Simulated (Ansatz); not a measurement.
Computed with Ansatz 0.2.0, DFT PBE, scalar-relativistic, plane waves, PAW. All cells share a 420 eV cutoff and Γ-centred k meshes spaced at most about 0.3 Å⁻¹ (2π included). No spin polarisation.

These are static total energies at zero pressure.

Compare these two cells of Si3Ge2, each relaxed at this level.

A.

Space group I4_1/amd:1 (No. 141). a = 3.941 Å, b = 3.941 Å, c = 27.882 Å, α = 90.00°, β = 90.00°, γ = 90.00°
```csv
atom,site,symmetry,x,y,z
Si,8e,2mm.,0.5000,0.5000,0.2982
Si,4a,-4m2,0.0000,0.5000,0.2500
Ge,8e,2mm.,0.5000,0.0000,0.3485
```

B.

Space group Imma (No. 74). a = 3.941 Å, b = 19.719 Å, c = 5.575 Å, α = 90.00°, β = 90.00°, γ = 90.00°
```json
{"atom": "Si", "site": "4e", "symmetry": "mm2", "x": "0.5000", "y": "0.2500", "z": "0.6282"}
{"atom": "Si", "site": "8h", "symmetry": "m..", "x": "0.5000", "y": "0.1540", "z": "0.3707"}
{"atom": "Ge", "site": "8h", "symmetry": "m..", "x": "0.0000", "y": "0.4469", "z": "0.8814"}
```

**Question.** Which would you expect to be lower, and how large is the difference?

**Answer.** They are level within the accuracy (3 meV/atom apart, with B the lower in these runs). A has Si and Ge ordered on diamond sites, space group I4_1/amd (No. 141), 21.7 Å³/atom and a gap of 0.51 eV on its mesh; B has Si and Ge ordered on diamond sites, space group Imma (No. 74), 21.7 Å³/atom and a gap of 0.41 eV. Counting Ge atoms around Si (those within 1.25 times the shortest such distance or 1.15 times the sum of covalent radii; a plus sign parts nearer from farther groups; the shortest distance is added where it is long for a bond; a slash parts the counts of unlike sites), A has Si 2/8+4 from 3.9 Å and B has Si 1/2+4 from 3.9 Å. In A, Si on a site of symmetry 2mm is surrounded by 2 Si at 2.39 Å and 2 Ge at 2.42 Å; around Si on a site of symmetry -4m2 lie 4 Si at 2.39 Å; around Ge lie 2 Si at 2.42 Å and 2 Ge at 2.46 Å. In B, around Si on a site of symmetry mm2 lie 4 Si at 2.38–2.39 Å; around Si on a site of symmetry m lie 3 Si at 2.38–2.39 Å and 1 Ge at 2.42 Å; Ge is surrounded by 1 Si at 2.42 Å and 3 Ge at 2.46–2.48 Å. Both come from invented guesses.

Kohn–Sham gaps at this level usually fall short of measured ones. Cells relaxed within their symmetry can be saddle points.
